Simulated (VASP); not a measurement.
**VASP 6.6.1, LDA relaxation of cell and atoms, HgSe (zincblende)**

INCAR

```
ISMEAR = -1
NELM = 120
NSW = 40
NBANDS = 16
ENCUT = 600
EDIFFG = -5E-3
LWAVE = .FALSE.
PREC = Accurate
IBRION = 2
GGA = CA
SIGMA = 0.02
LCHARG = .FALSE.
EDIFF = 1E-7
ISIF = 3
LREAL = .FALSE.
LASPH = .TRUE.
```

KPOINTS

```
KPOINTS created by Atomic Simulation Environment
0
Gamma
6 6 6
0 0 0
```

POSCAR

```
Hg Se
 1.0000000000000000
    -0.0000000000000000    3.1297067988566041    3.1297067988566041
     3.1297067988566045    0.0000000000000000    3.1297067988566041
     3.1297067988566045    3.1297067988566041    0.0000000000000000
 Hg  Se
   1   1
Cartesian
  0.0000000000000000 -0.0000000000000000  0.0000000000000000
  1.5648533994283023  1.5648533994283020  1.5648533994283020
```

VASP ran with the recommended LDA PAW datasets (18 valence electrons in the cell).

Command

```
mpirun -np 1 vasp_std
```

OSZICAR

```
N       E                     dE             d eps       ncg     rms          rms(c)
DAV:   1     0.121150861365E+03    0.12115E+03   -0.91453E+03   512   0.112E+03
DAV:   2    -0.101337131335E+01   -0.12216E+03   -0.11308E+03   576   0.255E+02
DAV:   3    -0.577445965654E+01   -0.47611E+01   -0.47453E+01   656   0.512E+01
DAV:   4    -0.579706291957E+01   -0.22603E-01   -0.22601E-01   608   0.351E+00
DAV:   5    -0.579718452187E+01   -0.12160E-03   -0.12160E-03   664   0.226E-01    0.799E+00
DAV:   6    -0.550575220962E+01    0.29143E+00   -0.47161E-01   744   0.100E+01    0.617E+00
DAV:   7    -0.548892418283E+01    0.16828E-01   -0.10722E-01   568   0.242E+00    0.263E+00
DAV:   8    -0.548559125179E+01    0.33329E-02   -0.14649E-02   544   0.149E+00    0.184E-01
DAV:   9    -0.548531026255E+01    0.28099E-03   -0.12544E-03   632   0.509E-01    0.574E-02
DAV:  10    -0.548529827432E+01    0.11988E-04   -0.97133E-05   592   0.957E-02    0.313E-02
DAV:  11    -0.548530057414E+01   -0.22998E-05   -0.37457E-05   632   0.771E-02    0.241E-02
DAV:  12    -0.548529763571E+01    0.29384E-05   -0.81404E-06   592   0.402E-02    0.536E-03
DAV:  13    -0.548529765314E+01   -0.17429E-07   -0.59185E-07   600   0.470E-03
   1 F= -.54852977E+01 E0= -.54851208E+01  d E =-.548530E+01
```

From OUTCAR

```
k-points           NKPTS =     16   k-points in BZ     NKDIM =     16   number of bands    NBANDS=     16

   NELECT =      18.0000    total number of electrons

   dimension x,y,z NGX =    36 NGY =   36 NGZ =   36
   dimension x,y,z NGXF=    72 NGYF=   72 NGZF=   72

  energy-cutoff  :      600.00
  volume of cell :       56.30
      direct lattice vectors                 reciprocal lattice vectors
     0.000000000  3.041995654  3.041995654    -0.164365784  0.164365784  0.164365784
     3.041995654  0.000000000  3.041995654     0.164365784 -0.164365784  0.164365784
     3.041995654  3.041995654  0.000000000     0.164365784  0.164365784 -0.164365784

 k-points in reciprocal lattice and weights: KPOINTS created by Atomic Simulation Env
   0.00000000  0.00000000  0.00000000       0.005
   0.16666667  0.00000000  0.00000000       0.037
   0.33333333  0.00000000  0.00000000       0.037
   0.50000000  0.00000000  0.00000000       0.019
   0.16666667  0.16666667  0.00000000       0.028
   0.33333333  0.16666667  0.00000000       0.111
   0.50000000  0.16666667  0.00000000       0.111
  -0.33333333  0.16666667  0.00000000       0.111
   ...

 E-fermi :   1.6298

 k-point     1 :       0.0000    0.0000    0.0000
  band No.  band energies     occupation
      1     -11.8821      2.00000
      2      -5.5874      2.00000
      3      -5.5874      2.00000
      4      -5.5874      2.00000
      5      -4.8426      2.00000
      6      -4.8426      2.00000
      7       0.5020      2.00000
      8       1.6159      1.33334
      9       1.6159      1.33334
     10       1.6159      1.33334
     11       7.0010      0.00000
     12       7.0010      0.00000
     13       7.0010      0.00000
     14       9.8442      0.00000
     15      12.9118      0.00000
     16      12.9118      0.00000

 k-point     2 :       0.1667    0.0000    0.0000
  band No.  band energies     occupation
      1     -11.7668      2.00000
      2      -5.5359      2.00000
      3      -5.5359      2.00000
      4      -5.5338      2.00000
      5      -4.8455      2.00000
      6      -4.8455      2.00000
      7      -0.7731      2.00000
      8       1.3454      2.00000
      9       1.3454      2.00000
     10       2.3448      0.00000
     11       6.5730      0.00000
     12       7.3559      0.00000
     13       7.3559      0.00000
     14      11.1258      0.00000
     15      11.7578      0.00000
     16      11.7578      0.00000

 k-point     3 :       0.3333    0.0000    0.0000
  band No.  band energies     occupation
      1     -11.5252      2.00000
      2      -5.4485      2.00000
      3      -5.4485      2.00000
      4      -5.2066      2.00000
      5      -4.8244      2.00000
      6      -4.8244      2.00000
      7      -2.6370      2.00000
      8       0.8594      2.00000
      9       0.8594      2.00000
     10       2.6185      0.00000
     11       7.4437      0.00000
     12       7.7373      0.00000
     13       7.7373      0.00000
     14      10.6256      0.00000
     15      12.0552      0.00000
     16      12.0552      0.00000

 k-point     4 :       0.5000    0.0000    0.0000
  band No.  band energies     occupation
      1     -11.3990      2.00000
      2      -5.4163      2.00000
      3      -5.4163      2.00000
      4      -4.7956      2.00000
      5      -4.7956      2.00000
      6      -4.5236      2.00000
      7      -3.9692      2.00000
      8       0.6327      2.00000
      9       0.6327      2.00000
     10       2.5916      0.00000
     11       7.7601      0.00000
     12       7.7601      0.00000
     13       8.4047      0.00000
     14      10.5970      0.00000
     15      13.3592      0.00000
     16      13.3592      0.00000

 k-point     5 :       0.1667    0.1667    0.0000
  band No.  band energies     occupation
      1     -11.7281      2.00000
      2      -5.5860      2.00000
      3      -5.4830      2.00000
      4      -5.4830      2.00000
      5      -4.8824      2.00000
      6      -4.8145      2.00000
      7      -0.8178      2.00000
      8       0.9267      2.00000
      9       0.9267      2.00000
     10       3.0428      0.00000
     11       5.6984      0.00000
     12       7.8785      0.00000
     13       7.8785      0.00000
     14      10.1152      0.00000
     15      12.1789      0.00000
     16      12.9959      0.00000

 k-point     6 :       0.3333    0.1667    0.0000
  band No.  band energies     occupation
      1     -11.5275      2.00000
      2      -5.4902      2.00000
      3      -5.3783      2.00000
      4      -5.3150      2.00000
      5      -4.8686      2.00000
      6      -4.7896      2.00000
      7      -2.1324      2.00000
      8       0.2755      2.00000
      9       0.4087      2.00000
     10       3.6665      0.00000
     11       5.8285      0.00000
     12       7.9457      0.00000
     13       8.4929      0.00000
     14      10.4322      0.00000
     15      12.7978      0.00000
     16      12.9514      0.00000

 k-point     7 :       0.5000    0.1667    0.0000
  band No.  band energies     occupation
      1     -11.3603      2.00000
      2      -5.4030      2.00000
      3      -5.3352      2.00000
      4      -4.9435      2.00000
      5      -4.7878      2.00000
      6      -4.5898      2.00000
      7      -3.5857      2.00000
      8      -0.3378      2.00000
      9       0.2688      2.00000
     10       3.7281      0.00000
     11       6.7596      0.00000
     12       8.2741      0.00000
     13       8.4272      0.00000
     14      11.2851      0.00000
     15      12.8101      0.00000
     16      13.5066      0.00000

 k-point     8 :      -0.3333    0.1667    0.0000
  band No.  band energies     occupation
      1     -11.4024      2.00000
      2      -5.3946      2.00000
      3      -5.3746      2.00000
      4      -4.9869      2.00000
      5      -4.8463      2.00000
      6      -4.7384      2.00000
      7      -3.1544      2.00000
      8      -0.4765      2.00000
      9       0.6300      2.00000
     10       3.6899      0.00000
     11       7.0991      0.00000
     12       7.7556      0.00000
     13       8.1349      0.00000
     14      11.6736      0.00000
     15      12.0411      0.00000
     16      13.2237      0.00000

 k-point     9 :      -0.1667    0.1667   -0.0000
  band No.  band energies     occupation
      1     -11.6083      2.00000
      2      -5.4747      2.00000
      3      -5.4614      2.00000
      4      -5.3995      2.00000
      5      -4.8739      2.00000
      6      -4.8056      2.00000
      7      -1.7257      2.00000
      8       0.1850      2.00000
      9       1.1789      2.00000
     10       3.2497      0.00000
     11       6.4965      0.00000
     12       7.5877      0.00000
     13       7.6505      0.00000
     14      10.9150      0.00000
     15      12.0228      0.00000
     16      12.6954      0.00000

 k-point    10 :       0.3333    0.3333    0.0000
  band No.  band energies     occupation
      1     -11.4052      2.00000
      2      -5.4969      2.00000
      3      -5.2338      2.00000
      4      -5.2338      2.00000
      5      -4.8494      2.00000
      6      -4.7578      2.00000
      7      -2.4550      2.00000
      8      -0.2006      2.00000
      9      -0.2006      2.00000
     10       4.2368      0.00000
     11       4.6358      0.00000
     12       9.1969      0.00000
     13       9.7689      0.00000
     14       9.7689      0.00000
     15      13.2054      0.00000
     16      15.1576      0.00000

 k-point    11 :       0.5000    0.3333    0.0000
  band No.  band energies     occupation
      1     -11.2791      2.00000
      2      -5.3968      2.00000
      3      -5.1646      2.00000
      4      -5.1027      2.00000
      5      -4.7588      2.00000
      6      -4.5502      2.00000
      7      -3.3358      2.00000
      8      -0.9227      2.00000
      9      -0.3960      2.00000
     10       4.3795      0.00000
     11       5.3021      0.00000
     12       8.9118      0.00000
     13      10.0133      0.00000
     14      10.8459      0.00000
     15      13.7000      0.00000
     16      14.4996      0.00000

 k-point    12 :      -0.3333    0.3333   -0.0000
  band No.  band energies     occupation
      1     -11.2788      2.00000
      2      -5.3604      2.00000
      3      -5.2301      2.00000
      4      -4.9261      2.00000
      5      -4.8198      2.00000
      6      -4.4408      2.00000
      7      -3.5903      2.00000
      8      -1.3616      2.00000
      9      -0.0038      2.00000
     10       4.4228      0.00000
     11       6.4589      0.00000
     12       8.7641      0.00000
     13       9.1835      0.00000
     14      10.1636      0.00000
     15      12.3526      0.00000
     16      15.0166      0.00000

 ...

  Total       -0.0077587     -0.0077587     -0.0077587      0.0000000      0.0000000      0.0000000
  in kB       -0.2207967     -0.2207967     -0.2207967      0.0000000      0.0000000      0.0000000
  external PRESSURE =      -0.2207967 kB  Pullay stress =       0.0000000 kB

 POSITION                                       TOTAL-FORCE (eV/Angst)
 -----------------------------------------------------------------------------------
      0.00000      0.00000      0.00000         0.000000      0.000000      0.000000
      1.52100      1.52100      1.52100        -0.000000     -0.000000     -0.000000
 -----------------------------------------------------------------------------------
    total drift:                               -0.000000     -0.000000     -0.000000

  FREE ENERGIE OF THE ION-ELECTRON SYSTEM (eV)
  ---------------------------------------------------
  free  energy   TOTEN  =        -5.4852976531 eV

  energy  without entropy=       -5.4849440054  energy(sigma->0) =       -5.48512083
```

CONTCAR

```
Hg Se
   1.00000000000000
     0.0000000000000000    3.0419956543280686    3.0419956543280686
     3.0419956543280691    0.0000000000000000    3.0419956543280686
     3.0419956543280691    3.0419956543280686    0.0000000000000000
  Hg              Se
     1     1
Direct
     0.0000000000000000    0.0000000000000000    0.0000000000000000
     0.2500000000000000    0.2500000000000000    0.2500000000000000

  0.00000000E+00  0.00000000E+00  0.00000000E+00
  0.00000000E+00  0.00000000E+00  0.00000000E+00
```

```
relaxed cell vector lengths : 4.302, 4.302, 4.302 Å
relaxed cell volume         : 56.30 Å³
```

The run was restarted once from its relaxed cell; OSZICAR and OUTCAR are the second run's.

The run (the restart alone) took about 7 s on one core of a shared host (Intel Xeon 6975P-C) and held 0.17 GiB at most.
